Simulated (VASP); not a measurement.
Runs of VASP 6.6.1 on VSi23 (a cell with a defect). The cell holds a defect, 24 atoms: a = 11.534 Å, b = 7.689 Å, c = 7.689 Å, α = 60.00°, β = 60.00°, γ = 60.00°. 

```tsv
task	spin	fixed moment (μB)	cell	gap on the mesh (eV)	moment (μB)	largest force (eV/Å)
single point	collinear, ferromagnetic start	2	as given	-	2.00	1.05
single point	collinear, ferromagnetic start	-	as given	0.41	2.00	1.05
single point	off	-	as given	none	-	0.47
relaxation of the atoms	collinear, ferromagnetic start	-	atoms relaxed	(a)	0.00	0.02
single point	collinear, zero start	0	as given	-	0.00	0.47
```

Alike in all rows: level PBEsol+U; potentials or basis VASP PAW PBE potentials, release 64 (V_sv, Si); V d U = 3 eV; k mesh 2 × 3 × 3; cutoff (eV) 350; smearing gaussian 0.03 eV.

**Question.** Estimate the missing entries.

**Answer.** (a) 0.39.

Caveats: the cell is charged against a uniform background, so pressure and absolute levels hang on convention; the PAW data sets were made with another functional, which shifts forces and pressure a little; the U is typed as a test and isn't derived for this compound; the total moment is fixed, so each spin has its own Fermi level (some runs); U without spin polarisation on a metal has little footing (some runs).

A k mesh can miss the band edges.

A gap of «none» marks a metal or a gap under the smearing width.
